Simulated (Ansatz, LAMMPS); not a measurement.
# Amorphous SiO2 (84 atoms): geometry optimisation, part 3 of 4

How does amorphous SiO2 (84 atoms) relax, and what do bonds, charges and levels look like afterwards?

Ansatz 0.2.0; Kohn-Sham DFT, PBE, PAW (set soft_2), plane waves.

The cell: 28 Si and 56 O. The quench rate of 50 K/ps is many orders above laboratory rates. The starting topology of bonds comes from the classical model. Only the Γ point is sampled in the main run, in a cell whose shortest periodic width is 11 Å.

So far. Step 4 (Cell and atoms relaxed): The relaxation changed the energy by -43.6 meV/atom, and atoms moved by 0.17 Å r.m.s., 0.45 Å at most.

**6. Single point at the relaxed geometry**

One more single point at the end of the walk gives the fuller output and checks the residual forces.

Contents of input.yaml:

```yaml
crystal:
  lattice:
    - [10.66997, 0.02259, 0.0101]
    - [0.02259, 10.80215, 0.10207]
    - [0.0101, 0.10207, 10.54691]
  atoms:
    - { symbol: Si, position: [0.18818, 0.62897, 0.07541] }
    - { symbol: Si, position: [0.98157, 0.40992, 0.13626] }
    - { symbol: Si, position: [0.06069, 0.52115, 0.7047] }
    - { symbol: Si, position: [0.55506, 0.3301, 0.48838] }
    - { symbol: Si, position: [0.87199, 0.82637, 0.29905] }
    - { symbol: Si, position: [0.28085, 0.65511, 0.81927] }
    - { symbol: Si, position: [0.4392, 0.58614, 0.57694] }
    - { symbol: Si, position: [0.26182, 0.56055, 0.33268] }
    - { symbol: Si, position: [0.77072, 0.00547, 0.63612] }
    - { symbol: Si, position: [0.18875, 0.27959, 0.5996] }
    - { symbol: Si, position: [0.6717, 0.18673, 0.85605] }
    - { symbol: Si, position: [0.62901, 0.76377, 0.69054] }
    - { symbol: Si, position: [0.82201, 0.10038, 0.36613] }
    - { symbol: Si, position: [0.02578, 0.07433, 0.7331] }
    - { symbol: Si, position: [0.40968, 0.30952, 0.24827] }
    - { symbol: Si, position: [0.45241, 0.17473, 0.70216] }
    - { symbol: Si, position: [0.62396, 0.1625, 0.14771] }
    - { symbol: Si, position: [0.63672, 0.71627, 0.19252] }
    - { symbol: Si, position: [0.06084, 0.04442, 0.94922] }
    - { symbol: Si, position: [0.75338, 0.48202, 0.32081] }
    - { symbol: Si, position: [0.41568, 0.90666, 0.82526] }
    - { symbol: Si, position: [0.07487, 0.22165, 0.3447] }
    - { symbol: Si, position: [0.44985, 0.92614, 0.12849] }
    - { symbol: Si, position: [0.23307, 0.0855, 0.18112] }
    - { symbol: Si, position: [0.85889, 0.39759, 0.89001] }
    - { symbol: Si, position: [0.76142, 0.65693, 0.92542] }
    - { symbol: Si, position: [0.97675, 0.79877, 0.03162] }
    - { symbol: Si, position: [0.98535, 0.61568, 0.4435] }
    - { symbol: O, position: [0.70516, 0.66629, 0.78183] }
    - { symbol: O, position: [0.76064, 0.30477, 0.8235] }
    - { symbol: O, position: [0.88561, 0.97436, 0.3123] }
    - { symbol: O, position: [0.92599, 0.76267, 0.17146] }
    - { symbol: O, position: [0.74618, 0.07392, 0.49844] }
    - { symbol: O, position: [0.45393, 0.27279, 0.39095] }
    - { symbol: O, position: [0.93483, 0.19667, 0.4004] }
    - { symbol: O, position: [0.54756, 0.69376, 0.58154] }
    - { symbol: O, position: [0.37008, 0.58577, 0.71568] }
    - { symbol: O, position: [0.16406, 0.09807, 0.04333] }
    - { symbol: O, position: [0.0907, 0.17251, 0.63985] }
    - { symbol: O, position: [0.54507, 0.03521, 0.17092] }
    - { symbol: O, position: [0.50178, 0.79125, 0.1818] }
    - { symbol: O, position: [0.73288, 0.16142, 0.25632] }
    - { symbol: O, position: [0.06494, 0.31722, 0.22452] }
    - { symbol: O, position: [0.13196, 0.08949, 0.29661] }
    - { symbol: O, position: [0.29735, 0.60221, 0.96729] }
    - { symbol: O, position: [0.84698, 0.43704, 0.207] }
    - { symbol: O, position: [0.68102, 0.37464, 0.40782] }
    - { symbol: O, position: [0.12276, 0.75754, 0.02388] }
    - { symbol: O, position: [0.95813, 0.76162, 0.40961] }
    - { symbol: O, position: [0.94979, 0.45097, 0.7797] }
    - { symbol: O, position: [0.97332, 0.14244, 0.86383] }
    - { symbol: O, position: [0.55896, 0.21573, 0.59413] }
    - { symbol: O, position: [0.17368, 0.28171, 0.44521] }
    - { symbol: O, position: [0.67888, 0.71071, 0.04303] }
    - { symbol: O, position: [0.00123, 0.60762, 0.59455] }
    - { symbol: O, position: [0.34386, 0.60771, 0.45487] }
    - { symbol: O, position: [0.4085, 0.02984, 0.72989] }
    - { symbol: O, position: [0.25532, 0.65688, 0.21113] }
    - { symbol: O, position: [0.32561, 0.24799, 0.65847] }
    - { symbol: O, position: [0.12302, 0.9853, 0.81753] }
    - { symbol: O, position: [0.15429, 0.41585, 0.64954] }
    - { symbol: O, position: [0.31587, 0.21004, 0.18845] }
    - { symbol: O, position: [0.30535, 0.80415, 0.80462] }
    - { symbol: O, position: [0.3333, 0.44113, 0.26531] }
    - { symbol: O, position: [0.70927, 0.07285, 0.76028] }
    - { symbol: O, position: [0.7799, 0.51042, 0.95297] }
    - { symbol: O, position: [0.94285, 0.34028, 0.00649] }
    - { symbol: O, position: [0.72044, 0.8644, 0.62135] }
    - { symbol: O, position: [0.64407, 0.5754, 0.25849] }
    - { symbol: O, position: [0.11211, 0.55309, 0.37883] }
    - { symbol: O, position: [0.89389, 0.73284, 0.92332] }
    - { symbol: O, position: [0.0752, 0.52582, 0.09523] }
    - { symbol: O, position: [0.52175, 0.21789, 0.83299] }
    - { symbol: O, position: [0.72199, 0.79786, 0.28953] }
    - { symbol: O, position: [0.96765, 0.94852, 0.02108] }
    - { symbol: O, position: [0.68746, 0.15466, 0.00703] }
    - { symbol: O, position: [0.50522, 0.45215, 0.56119] }
    - { symbol: O, position: [0.5381, 0.29083, 0.16027] }
    - { symbol: O, position: [0.54493, 0.83756, 0.79097] }
    - { symbol: O, position: [0.85281, 0.5468, 0.41519] }
    - { symbol: O, position: [0.13659, 0.6184, 0.7898] }
    - { symbol: O, position: [0.31423, 0.95792, 0.19424] }
    - { symbol: O, position: [0.92219, 0.99764, 0.65677] }
    - { symbol: O, position: [0.42662, 0.93874, 0.97532] }
kpoints:
  mp_grid: { grid: [1, 1, 1] }
hamiltonian:
  xc: pbe
scf:
  occupations: { method: fermi_dirac, width: 0.025 }
output:
  forces: true
  stress: true
  populations: true
  dos:
    method: { smearing: { sigma: 0.08 } }
    de: 0.05
    projected: { site_lists: { O: [O], Si: [Si] } }
  eigenvalues: true
  write_density: true
  write_potential: true
  volumetric_format: npy
```

Command:

```sh
$ ansatz run input.yaml --threads 4 --pin off --max-ram 8192MiB --backend cpu --events-out ev --progress --plain --runs-dir out
```

Numbers of over 12 decimals in the logs are rounded to 6 here.

Output:

```text
[...]
Crystal: 84 atoms, lattice volume = 1215.505 Å³
Basis set: ecut = 420 eV, 23721 PW (Γ), exchange–correlation on 144×150×144 points (8 copies of the dense FFT grid, shifted against one another)
Bands: 308, of which v1, the nominal top of the filled ones, is band 224 counted from 1 (223 counted from 0)
Symmetry: 1 space group operations
[...]
k-points: 1
[...]
SCF iter   1: F=—  HF=-49666.817834 eV  |F-HF|=—  |Δ(HF+E_count)|=         —  Δρ=1.96e-3  dr2=4.98e-2  ethr=1.77e-3  ⟨swp⟩=7.0  Hψ=1545  notcnv=0  defer=44
[...]
SCF iter   8: F=-49666.820322 eV  HF=-49666.820322 eV  |F-HF|=6.16e-9  |Δ(HF+E_count)|=   8.69e-9  Δρ=1.32e-6  dr2=1.59e-8  ethr=2.23e-11  ⟨swp⟩=18.0  Hψ=2732  notcnv=0
SCF 1 converged in 8 iterations: F = -49666.820322 eV  dr2 = 1.59e-8
[...]
WARN: The input density's exchange-correlation potential varies sharply where the density is thin. Do not read a vacuum level from v_tot or v_xc, or from such a field of the output density. On a cell that repeats whose density bears no net charge and no dipole along the vacuum's axis use v_es (v_loc + v_h of the components); [...]
SCF converged after 8 iterations
Free energy (F): -49666.820322 eV
[...]
Internal energy: -49666.820322 eV  (E = F + TS)
E sigma→0 (E₀):  -49666.820322 eV
Fermi energy:    3.965944 eV
[...]
--- Forces (eV/Å), atoms counted from 1 ---
  atom   1  Si     0.00440081    -0.00401170    -0.00274574
  atom   2  Si     0.00176362    -0.00484076     0.00635414
  atom   3  Si    -0.00244292     0.00325833    -0.00110914
  atom   4  Si    -0.00128788     0.00105698     0.00242131
  atom   5  Si     0.00373858     0.00060956     0.00025891
  atom   6  Si     0.00167649    -0.00347669     0.00488875
  atom   7  Si     0.00132184    -0.00127707     0.00102370
  atom   8  Si    -0.00379697    -0.00481008     0.00274744
  atom   9  Si    -0.00016809    -0.00280478    -0.00434181
  atom  10  Si    -0.00295913    -0.00219992    -0.00086341
  atom  11  Si    -0.00180455     0.00037395    -0.00311369
  atom  12  Si     0.00490448     0.00280310    -0.00174224
  atom  13  Si     0.00505637    -0.00242345     0.00263256
  atom  14  Si     0.00465318     0.00024157    -0.00165714
[...]
atom  83  O      0.00026180    -0.00073283    -0.00029884
  atom  84  O      0.00013482    -0.00044936    -0.00046047
  max |Σ_I F_I| component: 8.07e-5 eV/Å
--- Stress (GPa, compression-positive) ---
       -0.018680       0.001825       0.005974
        0.001825      -0.005166       0.007065
        0.005975       0.007063      -0.021217
  P = ⅓ Tr σ = -0.0150 GPa (-0.150 kbar)
--- Band table (eV) ---
[...]
--- Löwdin populations: 84 sites ---
  site symbol       q [e]
     0     Si      2.2278
     1     Si      2.2274
     2     Si      2.1971
[...]
83      O      6.7946
  spilling = 0.013782 (of n_electrons = 448.000000)
```

Elapsed: 12 s, on 4 threads of Arm Neoverse V2, shared host; peak memory 1.3 GiB; 45 s of CPU time.

The program notes that the exchange-correlation potential is rough where the density is thin.

Read from the output:

| Quantity | Value |
| --- | --- |
| free energy | -49666.8203 eV |
| free energy per atom | -591.2717 eV/atom |
| SCF cycles | 8 |
| pressure | -0.01502 GPa |
| r.m.s. force component | 0.00205 eV/Å |
| longest force | 0.00819 eV/Å |
| Fermi energy | 3.966 eV |
| gap (highest filled to lowest empty level) | 5.296 eV |
| spilling of the projection | 0.01378 |

Löwdin charges by element (they lack the spilled electrons, 0.074 e an atom on average):

| element | coordination | atoms | mean charge (e) | spread | least | most |
| --- | --- | --- | --- | --- | --- | --- |
| O | all | 56 | -0.783 | 0.0087 | -0.809 | -0.764 |
| Si | all | 28 | 1.79 | 0.0078 | 1.77 | 1.80 |

Density of states as counts of states in windows of 1 eV (from the Fermi level), total and the larger projections:

| from (eV) | to (eV) | total | O p | Si p | Si s |
| --- | --- | --- | --- | --- | --- |
| -18 | -12 | 0.0 | 0.0 | 0.0 | 0.0 |
| -12 | -11 | 10.3 | 6.8 | 0.3 | 2.9 |
| -11 | -10 | 17.5 | 11.8 | 1.1 | 3.7 |
| -10 | -9 | 15.3 | 10.8 | 1.7 | 2.0 |
| -9 | -8 | 24.6 | 18.4 | 4.5 | 0.9 |
| -8 | -7 | 40.2 | 31.4 | 7.9 | 0.2 |
| -7 | -6 | 13.4 | 10.4 | 1.8 | 0.1 |
| -6 | -5 | 51.9 | 44.4 | 4.1 | 0.2 |
| -5 | -4 | 71.4 | 66.1 | 2.5 | 0.1 |
| -4 | -3 | 66.8 | 63.9 | 1.3 | 0.1 |
| -3 | -2 | 24.6 | 24.1 | 0.2 | 0.0 |
| -2 | 2 | 0.0 | 0.0 | 0.0 | 0.0 |
| 2 | 3 | 2.0 | 0.1 | 0.1 | 1.1 |
| 3 | 4 | 0.5 | 0.0 | 0.1 | 0.2 |
| 4 | 5 | 13.8 | 1.3 | 4.2 | 4.3 |

Between -22 and -18 eV lie 112 more states.

The levels nearest the highest filled one (over half full), pooled over k-points and spins:

| level less the highest filled one (eV) | occupation |
| --- | --- |
| -0.133 | 2 |
| -0.0683 | 2 |
| -0.048 | 2 |
| -0.0385 | 2 |
| -0.0058 | 2 |
| 0 | 2 |
| 5.30 | 0 |
| 6.71 | 0 |
| 6.97 | 0 |
| 7.06 | 0 |
| 7.08 | 0 |
| 7.22 | 0 |

Electrostatic potential energy in the ac plane at fractional y = 0.086, with atoms of Si and O within 0.2 Å of it. With pseudopotentials it is smooth inside the atoms' cores, unlike the true potential.

Values in eV, 13 rows by 16 columns, each cell a mean:
```
-30 -36  -6   6   9   9   9   9   8   7   5   5   8   9   8   1
-12 -10   2   8   9   8   8   8   8   5   1   1   6   9   7 -10
-24 -10   5   9   9   8   4   4   6   6  -5 -27  -3   8   6  -8
-44 -26   4   8   9   6 -12  -7   2   6  -2 -27  -6   5   4 -21
-10  -2   6   8   9   7   3   0   4   7   6  -1  -8   0   5   0
  8   8   8   8   8   8   7   7   8   9   8  -5 -10   3   7   8
  8   8   8   9   9   9   9   9   9   9   8 -25 -34   0   6   8
  7   7   8   9   9   9   9   9   9   9   8   0 -24 -32  -8   6
  7 -10 -23   3   7   8   9   9   9   9   8   2 -27 -40 -12   6
  8 -11 -30 -17 -11   4   8   8   7   6   5   4   1  -1   4   8
  8   6  -9 -43 -39  -2   7   7 -11 -13  -6   3   7   8   8   8
  7   5 -14 -24 -13   3   7   7   2  -4  -4   4   8   9   9   8
 -5 -11 -37 -19   6   8   8   8   8   6   4   4   9   9   9   5
```
Columns run along a (10.7 Å; values clipped at the 3rd and 97th percentile), rows up along c (10.5 Å). Atoms in or near the plane, at fractional coordinates: Si at (0.82, 0.37), Si at (0.03, 0.73), Si at (0.23, 0.18), O at (0.75, 0.50), O at (0.16, 0.04), O at (0.13, 0.30), O at (0.71, 0.76).

Valence density in the ac plane at fractional y = 0.086, with atoms of Si and O within 0.2 Å of it. It is the smooth field of the valence electrons, not physical close to the nuclei.

Values in e/Å³, 13 rows by 16 columns, each cell a mean:
```
0.4 0.3 0.6 0.3 0.0 0.0 0.0 0.0 0.0 0.1 0.3 0.4 0.1 0.0 0.1 0.4
1.1 0.4 0.2 0.0 0.0 0.0 0.0 0.0 0.0 0.1 0.2 0.3 0.1 0.0 0.3 1.4
0.6 0.4 0.2 0.1 0.0 0.1 0.5 0.3 0.1 0.1 1.1 3.5 1.0 0.1 0.2 0.7
0.2 0.3 0.2 0.0 0.0 0.3 1.6 1.0 0.2 0.1 1.0 3.5 1.1 0.1 0.2 0.3
0.3 0.5 0.2 0.0 0.0 0.1 0.3 0.3 0.1 0.1 0.1 0.3 0.3 0.2 0.3 0.4
0.1 0.1 0.1 0.0 0.0 0.0 0.0 0.0 0.0 0.0 0.1 1.0 1.3 0.3 0.1 0.1
0.0 0.0 0.0 0.0 0.0 0.0 0.0 0.0 0.0 0.0 0.2 3.3 4.2 0.6 0.1 0.0
0.1 0.1 0.1 0.0 0.0 0.0 0.0 0.0 0.0 0.0 0.1 0.6 0.9 0.3 0.2 0.1
0.2 1.7 3.3 0.6 0.1 0.0 0.0 0.0 0.0 0.0 0.1 0.2 0.3 0.2 0.3 0.1
0.1 1.9 3.7 0.9 0.2 0.1 0.0 0.1 0.2 0.2 0.2 0.5 0.5 0.2 0.1 0.0
0.0 0.2 0.4 0.2 0.2 0.2 0.1 0.2 1.6 1.4 0.3 0.2 0.1 0.0 0.0 0.0
0.0 0.3 1.8 1.3 0.3 0.1 0.0 0.1 0.6 0.7 0.3 0.2 0.0 0.0 0.0 0.0
0.2 0.9 4.7 2.6 0.2 0.0 0.0 0.0 0.0 0.1 0.5 0.6 0.1 0.0 0.0 0.1
```
Columns run along a (10.7 Å), rows up along c (10.5 Å). Atoms in or near the plane, at fractional coordinates: Si at (0.82, 0.37), Si at (0.03, 0.73), Si at (0.23, 0.18), O at (0.75, 0.50), O at (0.16, 0.04), O at (0.13, 0.30), O at (0.71, 0.76).

Mean Löwdin charges: O -0.78, Si +1.79 e (they miss 1.4 % of the electrons, so they add up to more than the cell's charge). The largest share in the top eV of filled states is O p (98 % of the projected weight), and in the lowest eV of empty states Si s (65 % of the projected weight).

The surroundings of Si22, picked at random, nearest first, numbered as they follow in the input and with coordinates relative to it.

| atom | x | y | z | distance (Å) | bonds | Löwdin charge (e) |
| --- | --- | --- | --- | --- | --- | --- |
| Si22 | 0.00 | 0.00 | 0.00 | 0.00 | 4 | 1.78 |
| O43 | -0.11 | 1.02 | -1.26 | 1.62 | 2 | -0.79 |
| O35 | -1.49 | -0.27 | 0.58 | 1.63 | 2 | -0.78 |
| O44 | 0.61 | -1.43 | -0.52 | 1.64 | 2 | -0.78 |
| O53 | 1.06 | 0.66 | 1.07 | 1.64 | 2 | -0.78 |
| Si24 | 1.68 | -1.48 | -1.74 | 2.84 | 4 | 1.79 |
| Si13 | -2.70 | -1.31 | 0.21 | 3.01 | 4 | 1.79 |
| Si10 | 1.22 | 0.65 | 2.70 | 3.03 | 4 | 1.80 |
| O62 | 2.57 | -0.14 | -1.65 | 3.06 | 2 | -0.79 |
| Si2 | -0.99 | 2.01 | -2.18 | 3.13 | 4 | 1.77 |
| O39 | 0.17 | -0.50 | 3.11 | 3.15 | 2 | -0.79 |

The column of bonds counts only the pairs O-Si within 2.08 Å; other neighbours, such as metal atoms beside each other in a compound, aren't counted, and periodic images can show an atom twice.

**7. K-mesh 2×2×2**

A denser mesh tests the sampling of the Brillouin zone.

Changes to input.yaml since step 6:

```diff
@@ -8,3 +8,3 @@
 kpoints:
-  mp_grid: { grid: [1, 1, 1] }
+  mp_grid: { grid: [2, 2, 2] }
 hamiltonian:
@@ -22,4 +22 @@
   eigenvalues: true
-  write_density: true
-  write_potential: true
-  volumetric_format: npy
```

Output:

```text
[...]
Crystal: 84 atoms, lattice volume = 1215.505 Å³
Basis set: ecut = 420 eV, 23721 PW (Γ), exchange–correlation on 144×150×144 points (8 copies of the dense FFT grid, shifted against one another)
Bands: 308, of which v1, the nominal top of the filled ones, is band 224 counted from 1 (223 counted from 0)
Symmetry: 1 space group operations
[...]
k-points: 8
[...]
SCF iter   1: F=—  HF=-49666.868224 eV  |F-HF|=—  |Δ(HF+E_count)|=         —  Δρ=1.98e-3  dr2=5.11e-2  ethr=1.77e-3  ⟨swp⟩=6.9  Hψ=12284  notcnv=0  defer=353
[...]
SCF iter   7: F=—  HF=-49666.870664 eV  |F-HF|=—  |Δ(HF+E_count)|=   7.10e-7  Δρ=3.66e-6  dr2=1.28e-7  ethr=2.11e-10  ⟨swp⟩=2.0  Hψ=3392  notcnv=0  defer=625
SCF iter   8: F=-49666.870664 eV  HF=-49666.870664 eV  |F-HF|=6.64e-9  |Δ(HF+E_count)|=   8.75e-9  Δρ=1.36e-6  dr2=1.68e-8  ethr=2.23e-11  ⟨swp⟩=13.8  Hψ=14660  notcnv=0
SCF 1 converged in 8 iterations: F = -49666.870664 eV  dr2 = 1.68e-8
[...]
SCF converged after 8 iterations
Free energy (F): -49666.870664 eV
[...]
Internal energy: -49666.870664 eV  (E = F + TS)
E sigma→0 (E₀):  -49666.870664 eV
Fermi energy:    4.000799 eV
[...]
Σ components = -49666.870664   (vs F -49666.870664, Δ=0.00e0)
--- Forces (eV/Å), atoms counted from 1 ---
  atom   1  Si    -0.00684478    -0.00303209    -0.00842021
  atom   2  Si     0.00090871    -0.00538667     0.00518442
  atom   3  Si    -0.00417888     0.00458058    -0.00312054
  atom   4  Si    -0.00031297     0.00368407    -0.00045996
[...]
atom  84  O     -0.00033148     0.00088497    -0.00080465
  max |Σ_I F_I| component: 8.30e-5 eV/Å
--- Stress (GPa, compression-positive) ---
       -0.006566      -0.001600       0.007152
       -0.001600       0.005320       0.003323
        0.007153       0.003321      -0.013818
  P = ⅓ Tr σ = -0.0050 GPa (-0.050 kbar)
--- Band table (eV; the first three rows and the last of 8) ---
[...]
--- Löwdin populations: 84 sites ---
  site symbol       q [e]
     0     Si      2.2281
     1     Si      2.2274
     2     Si      2.1970
[...]
83      O      6.7947
  spilling = 0.013781 (of n_electrons = 448.000000)
```

Elapsed: 98 s, on 4 threads; peak memory 6.9 GiB; 6.5 min of CPU time.

Geometry and reference: those of the single point at the relaxed geometry.

Forces differ from those of the single point at the relaxed geometry by 3.5 meV/Å r.m.s.; the energy by -0.60 meV/atom and the gap by -0.044 eV. It took 98 s and 8 cycles; the reference's time can't be set against it, since the two runs asked for unlike analyses.

[end of part 3 of 4]

[Logs are printed without paths, hosts, clocks, repeated set-up lines and the standing remarks that a program may print on its own settings, such as how far it seeks lower states.]

[Hosts, paths, dates, database ids (printed as entryN), source tags and the programs' standing remarks are cut or masked in the printed files.]
